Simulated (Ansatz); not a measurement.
# TiSi2: response to strain

Aim: deform TiSi2 (equal xx and yy strain of +1 %) and compute stress, forces and field gradients with LAPW, PAW and all-electron datasets made for the crystal.

Method: DFT PBE, scalar-relativistic, in Ansatz 0.2.0.

## (1) The structure to begin with

The structure is orthorhombic, space group Fddd (No. 70). Conventional cell: a = 4.773 Å, b = 8.236 Å, c = 8.523 Å, α = 90.00°, β = 90.00°, γ = 90.00°. Ti (site symmetry 222) has 10 Si at 2.54 to 2.75 Å as nearest neighbours. Around Si (site symmetry 2) lie 5 Ti at 2.54 to 2.75 Å and 5 Si at 2.54 to 2.75 Å.

As a file:

```xyz
6
Lattice="0.0000 4.1180 4.2615 2.3865 0.0000 4.2615 2.3865 4.1180 0.0000" Properties=species:S:1:pos:R:3 pbc="T T T"
Ti    3.5798    6.1770    6.3922
Ti    2.3865    4.1180    4.2615
Si    1.1933    0.6836    2.1307
Si    1.1933    3.4344    2.1307
Si    2.3865    1.3754    4.2615
Si    2.3865    6.8606    4.2615
```

Atoms are numbered in the order of the input: Ti1, Ti2, Si3, Si4, Si5, Si6.

## (2) After the deformation

Space group Fddd before, Fddd after.

## (3) All-electron LAPW

Contents of input.yaml:

```yaml
crystal:
  lattice:
    - [0.0, 4.15918, 4.2615]
    - [2.410365, 0.0, 4.2615]
    - [2.410365, 4.15918, 0.0]
  atoms:
    - { symbol: Ti, position: [0.75, 0.75, 0.75] }
    - { symbol: Ti, position: [0.5, 0.5, 0.5] }
    - { symbol: Si, position: [0.083, 0.417, 0.083] }
    - { symbol: Si, position: [0.417, 0.083, 0.417] }
    - { symbol: Si, position: [0.167, 0.833, 0.167] }
    - { symbol: Si, position: [0.833, 0.167, 0.833] }
kpoints:
  mp_grid: { grid: [8, 8, 8] }
  band_path:
    path:
      - [0.0, 0.0, 0.0]
      - [0.5, 0.0, 0.5]
      - [1.0, 0.5, 0.5]
      - [0.5, 0.5, 0.0]
      - [0.0, 0.0, 0.0]
      - [0.0, 0.4139432973, 0.4139432973]
      - [1.0, 0.5860567027, 0.5860567027]
      - [1.0, 0.5, 0.5]
      - [0.5, 0.0, 0.5]
    npoints: 5
scf:
  occupations: { method: fermi_dirac, width: 0.08 }
hamiltonian:
  xc: pbe
  pseudopotentials: { kind: all_electron, lapw: { basis_error: 0.0005 } }
output:
  forces: true
  stress: true
  eigenvalues: true
```

The run is started by

```
ansatz run input.yaml --threads 2 --pin off --max-ram 6144MiB --backend cpu --events-out ev --progress --plain --runs-dir out
```

## (4) Frozen-core PAW

Contents of input.yaml:

```yaml
crystal:
  lattice:
    - [0.0, 4.15918, 4.2615]
    - [2.410365, 0.0, 4.2615]
    - [2.410365, 4.15918, 0.0]
  atoms:
    - { symbol: Ti, position: [0.75, 0.75, 0.75] }
    - { symbol: Ti, position: [0.5, 0.5, 0.5] }
    - { symbol: Si, position: [0.083, 0.417, 0.083] }
    - { symbol: Si, position: [0.417, 0.083, 0.417] }
    - { symbol: Si, position: [0.167, 0.833, 0.167] }
    - { symbol: Si, position: [0.833, 0.167, 0.833] }
kpoints:
  mp_grid: { grid: [8, 8, 8] }
scf:
  occupations: { method: fermi_dirac, width: 0.08 }
hamiltonian:
  xc: pbe
  pseudopotentials: { kind: paw }
output:
  forces: true
  stress: true
  eigenvalues: true
  efg: { contact_densities: true }
```

## (5) All-electron PAW on datasets made for the crystal

input.yaml, as its differences from that of step 4:

```diff
@@ -18,3 +18,3 @@
   xc: pbe
-  pseudopotentials: { kind: paw }
+  pseudopotentials: { kind: all_electron, datasets: crystal }
 output:
```

(Steps that only read results are left out.)

What does the calculation give? Wanted: pressure; largest shear or deviatoric stress.

**Answer**, as computed:

```
                                 quantity                                              value
                                 pressure  LAPW -0.32, PAW -0.32, crystal datasets -0.32 GPa
largest shear or deviatoric stress (LAPW)                                           1.38 GPa
```

**Reading.** The largest part of the stress beyond the pressure is 1.38 GPa in size, in the zz component; the atoms are carried along and not relaxed. No run of the undeformed cell stands beside it, so the pressure holds what the given cell had before the change. PAW: stress within 0.01 GPa of LAPW, forces within 1 meV/Å. Crystal datasets: stress within 0.01 GPa of LAPW, forces within 1 meV/Å.
